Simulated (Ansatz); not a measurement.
Crystal: NiO.

```
CELL_PARAMETERS angstrom
0.00000 2.08590 2.08590
2.08590 0.00000 2.08590
2.08590 2.08590 0.00000
ATOMIC_POSITIONS crystal
Ni 0.00000 0.00000 0.00000
O 0.50000 0.50000 0.50000
```

Base run:

```yaml
Program: Ansatz 0.2.0
Functional: PBE
Potentials_or_basis: all-electron LAPW, scalar-relativistic
Cutoff: 378 eV (chosen from the basis error)
Basis_error_allowed: 0.001 eV/atom
k_mesh: 11 × 11 × 11
Occupations: gaussian, width 0.015 eV
Spin: collinear spin, ferromagnetic start
Starting_moments: "[1.0, 0.0] μB"
```

Its results: pressure 6.6 GPa; net moment 1.82 μB per cell; site moments Ni +1.51; O +0.30 μB.

**Question.** The run is repeated on the same cell with these changes: functional from PBE to RPBE; occupations from gaussian, width 0.015 eV to fermi-dirac, width 0.05 eV. What comes out?

**Answer.** Pressure 13.6 GPa; net moment 1.86 μB per cell; site moments Ni +1.54; O +0.30 μB.

Caveats: a cell with one magnetic atom can't hold antiferromagnetic order, which such compounds often take.
